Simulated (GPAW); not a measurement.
The system is NiO.

```
CELL_PARAMETERS angstrom
0.00000 2.08590 2.08590
2.08590 0.00000 2.08590
2.08590 2.08590 0.00000
ATOMIC_POSITIONS crystal
Ni 0.00000 0.00000 0.00000
O 0.50000 0.50000 0.50000
```

```yaml
Program: GPAW 26.7.0
Task: relaxation of cell and atoms
Functional: PBEsol
Potentials_or_basis: PAW data sets generated in the run's folder for this functional
Cutoff: 800 eV
Basis: pw
k_mesh: 9 × 9 × 9
Occupations: fermi-dirac, width 0.05 eV
Spin: collinear spin, ferromagnetic start
Starting_moments: "[1.0, 0.0] μB"
```

At the start: pressure -4.5 GPa; volume 9.08 Å³/atom.

How do energy, volume and symmetry change on relaxing?

Over 4 steps the energy falls by 3.5 meV/atom and the volume is 8.87 Å³/atom (-2.3 %); space group Fm-3m (No. 225, to 0.05 Å); moment 1.09 μB per cell.

The path:
```
step  energy change (eV)  largest force (eV/Å)  pressure (GPa)  volume (Å³)
   1              0.0000                0.0000           -4.49        18.15
   2             -0.0028                0.0000           -3.65        18.05
   3             -0.0067                0.0000            1.04        17.64
   4             -0.0069                0.0000           -0.06        17.73
```

Final structure:
```
CELL_PARAMETERS angstrom
0.00000 2.06967 2.06967
2.06967 0.00000 2.06967
2.06967 2.06967 0.00000
ATOMIC_POSITIONS crystal
Ni 0.00000 0.00000 0.00000
O 0.50000 0.50000 0.50000
```

Caveat: each step starts from the last one's moments, so a moment once lost doesn't come back; the stock nickel data set gives pressures a few GPa off other programs; later steps reuse the first step's grids; a cell with one magnetic atom can't hold antiferromagnetic order, which such compounds often take.
